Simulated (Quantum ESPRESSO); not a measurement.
Runs of Quantum ESPRESSO 7.5 on As. It takes space group Cmce (No. 64, orthorhombic). The conventional cell has a = 3.650 Å, b = 11.000 Å, c = 4.470 Å, α = 90.00°, β = 90.00°, γ = 90.00°. As (site symmetry m) is surrounded by 3 As at 2.48 to 2.49 Å. This isn't the form of As at room conditions, which is rhombohedral.

```tsv
task	level	potentials or basis	cell	k mesh	form of the LDA correlation	gap on the mesh (eV)	pressure (GPa)	largest force (eV/Å)
dielectric tensor	LDA	GBRV 1.5 LDA	as given	6 × 6 × 4, shifted	PZ81	-	-1.3	0.18
phonons	PBEsol	GBRV 1.5 PBEsol	relaxed	6 × 6 × 4, shifted	-	none	0.0	-
phonons	LDA	GBRV 1.5 LDA	relaxed	6 × 6 × 4, shifted	PZ81	none	0.0	-
dielectric tensor	PBEsol	GBRV 1.5 PBEsol	as given	6 × 6 × 4, shifted	-	-	(a)	0.15
phonons	PBEsol	GBRV 1.5 PBEsol	relaxed	8 × 8 × 6, shifted	-	none	0.0	-
```

Alike in all rows: no spin polarisation; cutoff (eV) 612; smearing fermi-dirac 0.05 eV.

Question: Fill in the values left out.

Answer: (a) 0.3.

Caveats: the mesh is thin for the phonons of a metal (some runs); the layers were relaxed without a dispersion term, so their spacing and the soft interlayer modes are unreliable (some runs).

A k mesh can miss the band edges, and the runs leave out spin-orbit coupling on As.

A gap of «none» marks a metal or a gap under the smearing width.

Not every run made on this cell is shown here.
